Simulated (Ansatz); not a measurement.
# BN (model cell, started as CsCl type): a soft mode frozen in

Aim: this structure of BN (model cell, started as CsCl type) is to be tested for unstable modes, and one is followed downhill.

Calculated with Ansatz 0.2.0; DFT PBEsol, scalar-relativistic, plane waves, PAW; PAW set soft_1.

The structure was built from a prototype and need not be the compound's stable phase.

## (1) The structure

The structure is cubic, space group Pm-3m (No. 221). The conventional cell has a = 2.300 Å, b = 2.300 Å, c = 2.300 Å, α = 90.00°, β = 90.00°, γ = 90.00°. Nearest to B lie 8 N at 1.99 Å. N has 8 B at 1.99 Å nearest. Farther neighbours and most contacts between anions are not listed.

## (2) The dispersion

The cell comes from relaxations at this level that are not shown. Stability and thermal properties need the whole zone. Linear response on a 4×4×4 q mesh gives force constants as far as a supercell of that size would.

File input.yaml:

```yaml
crystal:
  lattice:
    - [2.3002356086, 0.0, 0.0]
    - [0.0, 2.3002356086, 0.0]
    - [0.0, 0.0, 2.3002356086]
  atoms:
    - { symbol: B, position: [0.0, 0.0, 0.0] }
    - { symbol: "N", position: [0.5, 0.5, 0.5] }
kpoints:
  mp_grid: { grid: [20, 20, 20] }
hamiltonian:
  xc: pbesol
  pseudopotentials: { kind: paw, azcp: { folder: soft_1 }, xc_functional: pbe }
scf:
  occupations: { method: methfessel_paxton, width: 0.2 }
output:
  eigenvalues: true
phonons:
  method: dfpt
  qmesh: [4, 4, 4]
  temperatures: { t_max: 1000, t_step: 50 }
  qpath:
    path:
      - [[0.0, 0.0, 0.0], [0.0, 0.5, 0.0], [0.5, 0.5, 0.0], [0.0, 0.0, 0.0], [0.5, 0.5, 0.5], [0.0, 0.5, 0.0]]
      - [[0.5, 0.5, 0.5], [0.5, 0.5, 0.0]]
    npoints: 10
```

On the command line:

```sh
$ ansatz run input.yaml --threads 4 --pin off --max-ram 10240MiB --backend cpu --events-out ev --progress --plain --runs-dir out
```

Numbers of over 12 decimals in the logs are rounded to 6 here.

The program printed:

```text
Engine: ansatz 0.2.0, x86_64-unknown-linux-gnu
Pseudopotentials: kind: paw
Pseudopotential: B, paw, valence charge 3, recommended cutoff 420 eV (normal), soft_1/B.paw.azcp
Pseudopotential: N, paw, valence charge 5, recommended cutoff 420 eV (normal), soft_1/N.paw.azcp
Functional definition: PBEsol
  exchange = pbesol_x
  correlation = pbesol_c
Crystal: 2 atoms, lattice volume = 12.171 Å³
Basis set: ecut = 420 eV, 251 PW (Γ), exchange–correlation on 32×32×32 points (8 copies of the dense FFT grid, shifted against one another)
Bands: 8, of which v1, the nominal top of the filled ones, is band 4 counted from 1 (3 counted from 0)
Symmetry: 48 space group operations
k-points: 286 of 8000
Non-local potential: B, projectors of the file, l = 0: 2, l = 1: 2, l = 2: 1
Non-local potential: N, projectors of the file, l = 0: 2, l = 1: 2, l = 2: 1
PAW form: soft (Blöchl's): semilocal exchange-correlation on the pseudo side does not see the compensation charge
PAW frozen core: B, regenerated for the run's functional, and the local potential with it (the file was generated under x = pbe(κ = 0.804, μ = 0.219515), c = pbe(β = 0.066725))
PAW frozen core: N, regenerated for the run's functional, and the local potential with it (the file was generated under x = pbe(κ = 0.804, μ = 0.219515), c = pbe(β = 0.066725))
PAW one-centre angular grid: B, 110 points (default); XC on 64 Gauss nodes
PAW one-centre angular grid: N, 110 points (default); XC on 64 Gauss nodes
Initial density: superposition of atomic densities (chi_scale 0.1, normalization cell, long waves kept (reshape's long-wave potential 0.00 eV rms))
Initial wavefunctions: pseudopotential atomic-orbital guess
Functional: x = pbesol(κ = 0.804, μ = 0.123457), c = pbesol(β = 0.046)
SCF iter   1: F=—  HF=-526.609646 eV  |F-HF|=—  |Δ(HF+E_count)|=         —  Δρ=6.68e-2  dr2=5.85e-1  ethr=3.10e-3  ⟨swp⟩=4.2  Hψ=13088  notcnv=0
preconditioner: auto → none  [metal: Δε(μ)=0.009 eV  Ē_g=14.530 eV  σ=0.200 eV  W_gap=0.04  n_scr=0 (ndim 8)  ℏωp=30.1 eV  f_vac=0.000  D(μ)=0.66/eV (n_scr^D=6)]
SCF iter   2: F=—  HF=-526.520523 eV  |F-HF|=—  |Δ(HF+E_count)|=   8.91e-2  S|Δr|=    0.00e0  Δρ=3.12e-2  dr2=1.26e-1  ethr=3.10e-3  ⟨swp⟩=1.9  Hψ=5089  notcnv=0
SCF iter   3: F=—  HF=-526.498098 eV  |F-HF|=—  |Δ(HF+E_count)|=   2.24e-2  S|Δr|=    0.00e0  Δρ=1.63e-3  dr2=7.43e-5  ethr=1.58e-3  ⟨swp⟩=2.0  Hψ=3179  notcnv=0
SCF iter   4: F=—  HF=-526.498021 eV  |F-HF|=—  |Δ(HF+E_count)|=   7.71e-5  S|Δr|=    0.00e0  Δρ=2.93e-4  dr2=1.00e-5  ethr=9.29e-7  ⟨swp⟩=2.2  Hψ=3514  notcnv=0
SCF iter   5: F=—  HF=-526.498019 eV  |F-HF|=—  |Δ(HF+E_count)|=   1.95e-6  S|Δr|=    0.00e0  Δρ=2.38e-5  dr2=3.14e-8  ethr=1.26e-7  ⟨swp⟩=1.1  Hψ=2383  notcnv=0
SCF iter   6: F=—  HF=-526.498019 eV  |F-HF|=—  |Δ(HF+E_count)|=   2.02e-8  S|Δr|=    0.00e0  Δρ=2.12e-6  dr2=2.85e-10  ethr=3.93e-10  ⟨swp⟩=2.0  Hψ=3024  notcnv=0
SCF iter   7: F=—  HF=-526.498019 eV  |F-HF|=—  |Δ(HF+E_count)|=  4.32e-11  S|Δr|=    0.00e0  Δρ=4.34e-7  dr2=1.49e-11  ethr=1.00e-12  ⟨swp⟩=5.0  Hψ=7843  notcnv=0
SCF iter   8: F=-526.498019 eV  HF=-526.498019 eV  |F-HF|=2.27e-13  |Δ(HF+E_count)|=  3.75e-12  S|Δr|=    0.00e0  Δρ=4.39e-8  dr2=1.53e-13  ethr=1.00e-12  ⟨swp⟩=4.0  Hψ=6950  notcnv=0
SCF 1 converged in 8 iterations: F = -526.498019 eV  dr2 = 1.53e-13
  greatest PAW one-centre occupation: 0.837 electrons in one spin orbital (limit 2), on the N atom at site 1 (counted from 0), in its partial waves of l = 0
Initial density: read from a saved state, or passed on in memory by an earlier SCF of this step, an earlier step, the calling program or the single point that the run made first
iter 1 solved again at ethr=5.29e-8 eV; its pass at ethr=3.10e-3 eV (dr2=4.23e-6 eV) is discarded
SCF iter   1: F=—  HF=-526.498019 eV  |F-HF|=—  |Δ(HF+E_count)|=         —  Δρ=2.59e-7  dr2=3.49e-12  ethr=5.29e-8  ⟨swp⟩=2.1  Hψ=18675  notcnv=0
eigensolver tolerance schedule: the retry pair's looser diagonalisation over-reported the residual by 1210954.57 of it (diagonalisation noise at an unbounded share of the residual, at the tolerance the schedule requests for it); recorded, not acted on — ethr = c·dr2/N_el stays at c = 1.0e-1
preconditioner: auto → none  [metal: Δε(μ)=0.041 eV  Ē_g=14.254 eV  σ=0.200 eV  W_gap=0.17  n_scr=0 (ndim 8)  ℏωp=30.1 eV  f_vac=0.000  D(μ)=0.77/eV (n_scr^D=6)]
SCF iter   2: F=—  HF=-526.498019 eV  |F-HF|=—  |Δ(HF+E_count)|=   2.00e-7  S|Δr|=    0.00e0  Δρ=1.91e-7  dr2=2.26e-12  ethr=1.00e-12  ⟨swp⟩=4.1  Hψ=8853  notcnv=0
SCF iter   3: F=-526.498019 eV  HF=-526.498019 eV  |F-HF|=7.96e-13  |Δ(HF+E_count)|=  1.14e-13  S|Δr|=    0.00e0  Δρ=1.25e-7  dr2=9.64e-13  ethr=1.00e-12  ⟨swp⟩=1.0  Hψ=5747  notcnv=0
SCF 2 converged in 3 iterations: F = -526.498019 eV  dr2 = 9.64e-13
phonons: the bands overlap, so this run is a metal and interpolates without the dipole-dipole term. If the crystal is really an insulator or semiconductor, its LO-TO splitting is missing
NSCF: frozen V_eff on 286 k-points
NSCF: frozen V_eff on 726 k-points
DFPT response loops at q = (0, 0, 0) (fractional): preconditioner auto → Kerker (q_TF=auto, 2.544 Å⁻¹) (partly filled bands, converged f_vac=0.000); β = 1.00, the filter's whole step (`scf.mixing.beta` (0.50) is not read by the response loops under this deck's `scf.mixing.preconditioner`; to damp them name `kerker` or `kerker_dos`, under which they read `scf.mixing.beta`, and type it under 1.00, their step now; both keys bind the ground state too); Broyden in place of MSR1
NSCF: frozen V_eff on 4840 k-points
DFPT response loops at q = (0, 0, 0.25) (fractional): mixed as the last ones told, above
NSCF: frozen V_eff on 2662 k-points
DFPT response loops at q = (0, 0, -0.5) (fractional): mixed as the last ones told, above
NSCF: frozen V_eff on 8800 k-points
DFPT response loops at q = (0, 0.25, 0.25) (fractional): mixed as the last ones told, above
NSCF: frozen V_eff on 4840 k-points
DFPT response loops at q = (0, 0.25, -0.5) (fractional): mixed as the last ones told, above
NSCF: frozen V_eff on 2662 k-points
DFPT response loops at q = (0, -0.5, -0.5) (fractional): mixed as the last ones told, above
NSCF: frozen V_eff on 8400 k-points
DFPT response loops at q = (0.25, 0.25, 0.25) (fractional): mixed as the last ones told, above
NSCF: frozen V_eff on 8800 k-points
DFPT response loops at q = (0.25, 0.25, -0.5) (fractional): mixed as the last ones told, above
NSCF: frozen V_eff on 4840 k-points
DFPT response loops at q = (0.25, -0.5, -0.5) (fractional): mixed as the last ones told, above
NSCF: frozen V_eff on 1452 k-points
DFPT response loops at q = (-0.5, -0.5, -0.5) (fractional): mixed as the last ones told, above
SCF converged after 8 iterations
Stability not checked: this state was not tested for a lower state beside it, because cold or Methfessel-Paxton smearing, or corrected tetrahedra, fill the levels in a way that the test cannot read (fill_not_monotonic; see scf.lower_state_search)
Free energy (F): -526.498019 eV
Harris-Foulkes:  -526.498019 eV  (|F-HF|=2.27e-13)
Internal energy: -526.497847 eV  (E = F + TS)
E sigma→0 (E₀):  -526.497976 eV
Entropy (-TS):   -0.000172 eV (-0.086 meV/atom)
Fermi energy:    12.956742 eV
--- Per-component energies (eV) ---
  E_band       = 38.606060
  E_kinetic    = 169.848752
  E_local      = -111.832988  (includes V_loc(G=0)·N_el)
  E_nonlocal   = 45.426127
  E_hartree    = 34.046824
  E_xc         = -90.129669
  E_vxc        = -111.774584  (∫ρ·V_xc dr)
  E_paw        = -196.648986  (= ΣΔE_a)
  E_vpaw       = -21.155629  (= ΣTr[D̂ρ^β])
  E_aug_tail   = 0.000736  (compensation charges beyond the density's cutoff)
  E_ewald      = -377.251454
  E_core_change = 0.042810  (= ΣΔE_core)
  E_smearing   = -0.000172  (= −TS)
  E_closure    = 0.000000  (closes the sum)
  Σ components = -526.498019   (vs F -526.498019, Δ=0.00e0)
--- Band table (eV; the first three rows and the last of 286) ---
  k-point 0: bands = ["-8.4756", "10.8211", "10.8211", "10.8211", "14.9060", "24.3173", "24.3173", "24.3173"]
  k-point 1: bands = ["-8.4211", "10.3846", "10.8675", "10.8675", "15.1024", "23.9048", "24.2366", "24.2366"]
  k-point 2: bands = ["-8.2581", "9.3178", "11.0052", "11.0052", "15.5027", "23.4182", "23.9973", "23.9973"]
  k-point 285: bands = ["2.1172", "7.9019", "7.9019", "7.9019", "11.4786", "11.4786", "11.4786", "16.4079"]
--- Phonons (Γ-DFPT): 2 representative perturbations + reference (Σ response iterations 6) ---
  ASR residual: 1.827e-5 → 0.000e0 eV/Å²; symmetrization residual: 1.822e-7 eV/Å²
  ASR residual per site (eV/Å²): 1.83e-5 5.70e-6
  Γ frequencies (cm⁻¹): -777.02 -777.02 -777.02 0.00 0.00 0.00
--- Phonons (arbitrary-q DFPT): 10 irreducible q on the 4×4×4 mesh ---
  q = [0.0000, 0.0000, 0.0000] (star 1, of the zone-centre solve; hermiticity 2.69e-8, symmetrization 1.02e-14): -777.02 -777.02 -777.02 0.00 0.00 0.00
  q = [0.0000, 0.0000, 0.2500] (star 6, 4 solved perturbations in 7480 linear systems a pass and spin channel, the states on 2420 of 8000 k-point pairs; hermiticity 3.89e-8, symmetrization 3.31e-15): -774.13 -774.13 -618.57 -272.71 -272.71 352.86
  q = [0.0000, 0.0000, -0.5000] (star 3, 4 solved perturbations in 4114 linear systems a pass and spin channel, the states on 1331 of 8000 k-point pairs; hermiticity 3.14e-8, symmetrization 1.60e-8): -786.45 -786.45 -441.52 -441.52 -164.67 478.09
  q = [0.0000, 0.2500, 0.2500] (star 12, 4 solved perturbations in 13420 linear systems a pass and spin channel, the states on 4400 of 8000 k-point pairs; hermiticity 3.61e-8, symmetrization 1.16e-14): -795.90 -723.12 -483.78 -424.23 -246.78 331.29
  q = [0.0000, 0.2500, -0.5000] (star 12, 6 solved perturbations on 2420 of 8000 k-point pairs; hermiticity 2.02e-8, symmetrization 1.07e-9): -966.61 -678.24 -585.84 -510.85 212.60 467.53
  q = [0.0000, -0.5000, -0.5000] (star 3, 4 solved perturbations in 4114 linear systems a pass and spin channel, the states on 1331 of 8000 k-point pairs; hermiticity 1.25e-8, symmetrization 2.62e-12): -1311.16 -699.62 -649.31 -649.31 503.39 503.39
  q = [0.2500, 0.2500, 0.2500] (star 8, 2 solved perturbations on 4200 of 8000 k-point pairs; hermiticity 4.62e-8, symmetrization 2.62e-14): -630.31 -629.89 -629.89 -360.81 215.27 215.27
  q = [0.2500, 0.2500, -0.5000] (star 12, 4 solved perturbations in 13420 linear systems a pass and spin channel, the states on 4400 of 8000 k-point pairs; hermiticity 4.44e-8, symmetrization 2.35e-10): -812.22 -631.24 -489.63 -351.01 285.15 434.22
  q = [0.2500, -0.5000, -0.5000] (star 6, 4 solved perturbations in 7480 linear systems a pass and spin channel, the states on 2420 of 8000 k-point pairs; hermiticity 3.19e-8, symmetrization 1.14e-9): -704.08 -522.27 -522.27 -462.08 457.29 457.29
  q = [-0.5000, -0.5000, -0.5000] (star 1, 2 solved perturbations on 726 of 8000 k-point pairs; hermiticity 6.77e-10, symmetrization 3.39e-10): -182.28 -182.28 -182.28 147.36 147.36 147.36
  sum rule: each row above includes the acoustic sum rule's correction from the zone centre's row sums; it moved no ω² by more than (0.68 cm⁻¹)²
  mesh force constants: q→R imaginary residual 3.88e-18; ASR residual 1.827e-5 → 0.000e0 eV/Å²; symmetrization residual 1.599e-14 eV/Å²
  interpolated dispersion: 62 rows × 6 modes
  density of states and harmonic sums: on the 28×28×28 q-mesh, interpolated from the force constants of a 4×4×4 supercell (no non-analytic term)
  largest difference from the sums on the solved wave vectors: F 6.03e-3 eV, S 1.48e-5 and C_V 8.65e-6 eV/K
  zero-point energy: 0.034211 eV/cell   skipped modes (ω ≤ 0): 2998, of them read as no rigid motion or as one in doubt: 2995 (4.445e0 modes/cell left out, lowest -1311.16 cm⁻¹)   left out of the sums: 7.41e-1 of the cell's modes: C_V's classical limit lies that fraction below 3 k_B per atom; for a crystal, a wire or a layer, F and S can be off by more, and a phonons.interpolated_qmesh denser along its periods is the remedy for the sampling
```

Run time: 99 s. Hardware: 4 threads of Intel Xeon Platinum 8375C at 2.90GHz (Ice Lake), shared host; peak memory 1.5 GiB.

The column dr2 measures how far the density is from self-consistency, as an energy; F and HF (Harris–Foulkes) agree once it is small.

Numbers from this step:

```yaml
volume_per_atom: 6.085 Å³
gap_on_the_k_mesh: 0 eV
sum_rule_residual_before_enforcement: 1.83e-5 eV/Å²
lowest_frequency_on_the_path: -1311 cm⁻¹
point_group: m-3m
highest_frequency_on_the_path_or_at_a_solved_wavevector: 503.4 cm⁻¹
highest_optical_mode_at_the_zone_centre_no_lo_to_term: -777.0 cm⁻¹
lowest_optical_zone_centre_mode: -777.0 cm⁻¹
lowest_mode_on_the_q_mesh_acoustic_modes_at_gamma_apart: -1311 cm⁻¹
```

Frequencies (cm⁻¹) solved at each irreducible wavevector; negative means imaginary. Frequencies by wavevector, by row:

| q in reciprocal lattice units | star | mode 1 | mode 2 | mode 3 | mode 4 | mode 5 | mode 6 |
| --- | --- | --- | --- | --- | --- | --- | --- |
| 0 0 0 | 1 | -777 | -777 | -777 | 0 | 0 | 0 |
| 0 0 0.25 | 6 | -774.1 | -774.1 | -618.6 | -272.7 | -272.7 | 352.9 |
| 0 0 -0.5 | 3 | -786.5 | -786.5 | -441.5 | -441.5 | -164.7 | 478.1 |
| 0 0.25 0.25 | 12 | -795.9 | -723.1 | -483.8 | -424.2 | -246.8 | 331.3 |
| 0 0.25 -0.5 | 12 | -966.6 | -678.2 | -585.8 | -510.9 | 212.6 | 467.5 |
| 0 -0.5 -0.5 | 3 | -1311 | -699.6 | -649.3 | -649.3 | 503.4 | 503.4 |
| 0.25 0.25 0.25 | 8 | -630.3 | -629.9 | -629.9 | -360.8 | 215.3 | 215.3 |
| 0.25 0.25 -0.5 | 12 | -812.2 | -631.2 | -489.6 | -351 | 285.1 | 434.2 |
| 0.25 -0.5 -0.5 | 6 | -704.1 | -522.3 | -522.3 | -462.1 | 457.3 | 457.3 |
| -0.5 -0.5 -0.5 | 1 | -182.3 | -182.3 | -182.3 | 147.4 | 147.4 | 147.4 |

Interpolated from a 4×4×4 q mesh. Phonon branches along the path, in cm⁻¹:

```
    point  branch 1  branch 2  branch 3  branch 4  branch 5  branch 6
        Γ      -777      -777      -777         0         0         0
  halfway      -774      -774      -619      -273      -273       353
        X      -786      -786      -442      -442      -165       478
  halfway      -967      -678      -586      -511       213       468
        M     -1311      -700      -649      -649       503       503
  halfway      -796      -723      -484      -424      -247       331
        Γ      -777      -777      -777         0         0         0
  halfway      -630      -630      -630      -361       215       215
        R      -182      -182      -182       147       147       147
  halfway      -812      -631      -490      -351       285       434
        X      -786      -786      -442      -442      -165       478
jump to R      -182      -182      -182       147       147       147
  halfway      -704      -522      -522      -462       457       457
        M     -1311      -700      -649      -649       503       503
```

The phonon branches as a text plot (rows in cm⁻¹):

```
    466 |     *************                         ******   ****
    390 |   **       *   * **                     **       **
    314 |           *        *             **    ****
    239 |  *              *   *         **** *  *    *    *
    163 | *                    **    ***      ****    *
     88 |*         *           ***  *                     *
     12 |                         **
    -64 |*        *              *  *
   -139 | **    **            * *        **       *    ***
   -215 |      *             * *     **       *****       *
   -290 |   **             ** *              *  *  *      **
   -366 |     *            **          **   **     ***      *
   -442 |     *****          *             *     *    **** ***
   -517 |    *    ***     ****           **       * *  *    **
   -593 |   *       *** ***   *        **   *     ** **       **
   -669 |          **********  *     *** ***        * *      * **
   -744 |******  **          **********            *   **
   -820 |      ****          *                      ******
   -895 |          *       **
   -971 |
  -1047 |           *     *                                   *
  -1122 |            *
  -1198 |                *                                     *
  -1273 |             ***                                       *
         Γ      X      M          Γ            R        X|R     M
```

Symmetry leaves 10 wavevectors to solve. The lowest mode among them, the acoustic zeros apart, lies at q = (0, -0.5, -0.5) and is imaginary, 1311.2i cm⁻¹, so the energy falls along it.

## (3) The mode frozen in, largest atomic shift 0 Å

The mode followed lies at q = (0, 0.25, -0.5) with frequency 966.6i cm⁻¹, one of the unstable modes though not the softest. At small amplitude the distorted cell has space group no. 67 by a symmetry search on the positions. The undistorted cell that holds it gives the zero of energy on the same k mesh.

System of this step: BN (model cell, started as CsCl type). It takes space group Pm-3m (No. 221, cubic). Conventional cell: a = 2.300 Å, b = 2.300 Å, c = 2.300 Å, α = 90.00°, β = 90.00°, γ = 90.00°. Nearest to B lie 8 N at 1.99 Å. N has 8 B at 1.99 Å nearest. Farther neighbours and most contacts between anions are not listed.

input.yaml, the sections that differ from step 2:

```yaml
crystal:
  lattice:
    - [-2.3002356086, 0.0, 0.0]
    - [0.0, 0.0, -4.6004712171]
    - [0.0, -4.6004712171, -2.3002356086]
  atoms:
    - { symbol: B, position: [0.0, 0.75, 0.5] }
    - { symbol: B, position: [0.0, 0.25, 0.5] }
    - { symbol: B, position: [0.0, 0.5, 1.0] }
    - { symbol: B, position: [0.0, 1.0, 1.0] }
    - { symbol: "N", position: [0.5, 0.625, 0.25] }
    - { symbol: "N", position: [0.5, 0.125, 0.25] }
    - { symbol: "N", position: [0.5, 0.375, 0.75] }
    - { symbol: "N", position: [0.5, 0.875, 0.75] }
kpoints:
  mp_grid: { grid: [16, 10, 10] }
output:
  forces: true
  stress: true
  eigenvalues: true
# hamiltonian, scf: as in step 2
# phonons: removed
```

The program printed:

```text
[...]
Crystal: 8 atoms, lattice volume = 48.683 Å³
Basis set: ecut = 420 eV, 947 PW (Γ), exchange–correlation on 32×64×72 points (8 copies of the dense FFT grid, shifted against one another)
Bands: 24, of which v1, the nominal top of the filled ones, is band 16 counted from 1 (15 counted from 0)
Symmetry: 32 space group operations
[...]
k-points: 279 of 1600
[...]
k-point 0: bands = [... 12 lower, 13.5252, 13.5289, 13.8632, 13.8632, 14.0476, 14.0476, 14.9058, 17.4615, ... 4 higher]
  k-point 1: bands = [... 12 lower, 12.5359, 13.4195, 13.4230, 13.8800, 14.2208, 15.1022, 15.2680, 17.4076, ... 4 higher]
  k-point 2: bands = [... 12 lower, 11.3420, 13.1352, 13.1385, 13.7337, 14.3826, 15.5025, 16.6923, 17.2614, ... 4 higher]
  k-point 278: bands = [... 12 lower, 10.1139, 10.2766, 10.5300, 11.2698, 13.8712, 13.9808, 14.0217, 14.5688, ... 4 higher]
[key lines of the parts left out:]
SCF converged after 6 iterations
Free energy (F): -2106.001830 eV
Fermi energy:    12.979358 eV
P = ⅓ Tr σ = -0.0373 GPa (-0.373 kbar)
```

The job ended after 2.7 s (4 threads; peak memory 0.56 GiB; 9.9 s of CPU time).

This step gave:

```
pressure                         : -0.03734 GPa
energy from the undistorted cell : 0 meV/atom
```

The run ends at a pressure of -0.04 GPa.

[end of part 1 of 3]

[Logs are printed without paths, hosts, clocks, repeated set-up lines and the standing remarks that a program may print on its own settings, such as how far it seeks lower states.]

[Hosts, paths, dates, database ids (printed as entryN), source tags and the programs' standing remarks are cut or masked in the printed files.]
